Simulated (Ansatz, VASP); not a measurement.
One calculation of K, two programs

```
CELL_PARAMETERS angstrom
-2.61800 2.61800 2.56564
2.61800 -2.61800 2.56564
2.61800 2.61800 -2.56564
ATOMIC_POSITIONS crystal
K 0.00000 0.00000 0.00000
```

Change from the starting cell: zz strain of -2 %, PAW files.

Alike in both runs: task electric field gradients; functional PBEsol; k mesh 10 × 10 × 10; occupations fermi-dirac, width 0.08 eV; no spin polarisation.

```csv
,VASP,Ansatz
version,VASP 6.6.1,Ansatz 0.2.0
potentials or method,"VASP PAW PBE potentials, release 64 (K_sv)","PAW with Ansatz's default frozen-core files, scalar-relativistic"
plane-wave cutoff (eV),520,420
valence electrons in the cell,9,9
```

|  | VASP | Ansatz | Ansatz less VASP |
| --- | --- | --- | --- |
| pressure (GPa) | 0.0 | 0.0 | +0.01 |
| Vzz of the field gradient on the site that differs most (V/Å²) | 0.1 | 0.1 | +0.01 |

Caveats: the PAW data sets were made with another functional, which shifts forces and pressure a little (VASP).
